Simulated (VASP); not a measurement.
Input of a VASP 6.6.1 run:

File POSCAR:

```
Te                                      
1.0
    4.3009297743     -0.0000000000     -0.0000000000
   -2.1504648871      3.7247144458     -0.0000000000
    0.0000000000     -0.0000000000      5.9791388237
  Te            
     3
Direct
     0.2862696654929118    0.0000000000000000    0.3333333300000021
     0.9999999999999716    0.2862696654928550    0.6666666699999979
     0.7137303345071166    0.7137303345071451    1.0000000000000000
```

The input INCAR.step1:

```
ALGO     = Normal         # electronic algorithm
EDIFF    = 1E-7           # SCF threshold, eV
ENCUT    = 200            # plane-wave cutoff, eV
GGA      = PE             # functional
ISIF     = 2              # what is computed and relaxed
ISMEAR   = 0              # smearing method
IVDW     = 12             # dispersion correction
LASPH    = True           # aspherical terms in the spheres
LCHARG   = True           # write CHGCAR
LREAL    = False          # projectors in reciprocal space
LWAVE    = False          # write WAVECAR
NELM     = 100            # most SCF steps
PREC     = Accurate       # precision mode
SIGMA    = 0.02           # smearing width, eV
```

File KPOINTS.step1:

```
k-points
0
Gamma
  9 9 6
```

File INCAR.step2:

```
ALGO     = Normal         # electronic algorithm
EDIFF    = 1E-7           # SCF threshold, eV
ENCUT    = 200            # plane-wave cutoff, eV
GGA      = PE             # functional
ICHARG   = 11             # starting density
ISIF     = 2              # what is computed and relaxed
ISMEAR   = 0              # smearing method
IVDW     = 12             # dispersion correction
LASPH    = True           # aspherical terms in the spheres
LCHARG   = False          # write CHGCAR
LREAL    = False          # projectors in reciprocal space
LWAVE    = False          # write WAVECAR
NELM     = 100            # most SCF steps
PREC     = Accurate       # precision mode
SIGMA    = 0.05           # smearing width, eV
```

The input KPOINTS.step2:

```
path GMKGALHA,LM,KH
20
line-mode
reciprocal
 0.0000000000  0.0000000000  0.0000000000  G
 0.5000000000  0.0000000000  0.0000000000  M

 0.5000000000  0.0000000000  0.0000000000  M
 0.3333333333  0.3333333333  0.0000000000  K

 0.3333333333  0.3333333333  0.0000000000  K
 0.0000000000  0.0000000000  0.0000000000  G

 0.0000000000  0.0000000000  0.0000000000  G
 0.0000000000  0.0000000000  0.5000000000  A

 0.0000000000  0.0000000000  0.5000000000  A
 0.5000000000  0.0000000000  0.5000000000  L

 0.5000000000  0.0000000000  0.5000000000  L
 0.3333333333  0.3333333333  0.5000000000  H

 0.3333333333  0.3333333333  0.5000000000  H
 0.0000000000  0.0000000000  0.5000000000  A

 0.5000000000  0.0000000000  0.5000000000  L
 0.5000000000  0.0000000000  0.0000000000  M

 0.3333333333  0.3333333333  0.0000000000  K
 0.3333333333  0.3333333333  0.5000000000  H
```

Potentials or basis: VASP PAW PBE potentials, release 64 (Te).

The run is started by

```sh
$ cat potpaw_PBE.64/Te/POTCAR > POTCAR
$ cp INCAR.step1 INCAR
$ cp KPOINTS.step1 KPOINTS
$ mpirun -np 1 vasp_std > vasp.out
$ cp INCAR.step2 INCAR
$ cp KPOINTS.step2 KPOINTS
$ mpirun -np 1 vasp_std > vasp.out
```

Question: Estimate the band gap along the path.

Answer: None (metal or under the smearing width).

Question: What does it give for the dispersion energy per atom?

Answer: -0.459 eV.

Levels at the corners of the path, in eV from the Fermi level:
| point | band 6 | band 7 | band 8 | band 9 | band 10 | band 11 | band 12 | band 13 |
| --- | --- | --- | --- | --- | --- | --- | --- | --- |
| Γ | -2.56 | -1.78 | -1.78 | -1.17 | 1.00 | 1.00 | 1.72 | 4.86 |
| M | -4.06 | -3.90 | -0.82 | -0.71 | 0.54 | 0.56 | 2.45 | 3.75 |
| M | -4.06 | -3.90 | -0.82 | -0.71 | 0.54 | 0.56 | 2.45 | 3.75 |
| K | -3.46 | -3.46 | -3.31 | -3.30 | 3.03 | 3.03 | 3.21 | 5.02 |
| K | -3.46 | -3.46 | -3.31 | -3.30 | 3.03 | 3.03 | 3.21 | 5.02 |
| Γ | -2.56 | -1.78 | -1.78 | -1.17 | 1.00 | 1.00 | 1.72 | 4.86 |
| Γ | -2.56 | -1.78 | -1.78 | -1.17 | 1.00 | 1.00 | 1.72 | 4.86 |
| A | -2.65 | -1.26 | -0.82 | -0.82 | 0.23 | 0.34 | 0.34 | 3.66 |
| A | -2.65 | -1.26 | -0.82 | -0.82 | 0.23 | 0.34 | 0.34 | 3.66 |
| L | -3.65 | -2.79 | -2.53 | -0.35 | 0.31 | 2.02 | 2.67 | 4.24 |
| L | -3.65 | -2.79 | -2.53 | -0.35 | 0.31 | 2.02 | 2.67 | 4.24 |
| H | -5.43 | -0.88 | -0.01 | -0.01 | -0.01 | 0.88 | 0.88 | 6.08 |
| H | -5.43 | -0.88 | -0.01 | -0.01 | -0.01 | 0.88 | 0.88 | 6.08 |
| A | -2.65 | -1.26 | -0.82 | -0.82 | 0.23 | 0.34 | 0.34 | 3.66 |
| L | -3.65 | -2.79 | -2.53 | -0.35 | 0.31 | 2.02 | 2.67 | 4.24 |
| M | -4.06 | -3.90 | -0.82 | -0.71 | 0.54 | 0.56 | 2.45 | 3.75 |
| K | -3.46 | -3.46 | -3.31 | -3.30 | 3.03 | 3.03 | 3.21 | 5.02 |
| H | -5.43 | -0.88 | -0.01 | -0.01 | -0.01 | 0.88 | 0.88 | 6.08 |

Caveat: the log is that of the step along the path at fixed density, whose energy, stress, charges and moments have no meaning; spin-orbit coupling is left out, which moves the levels of the heavy elements.
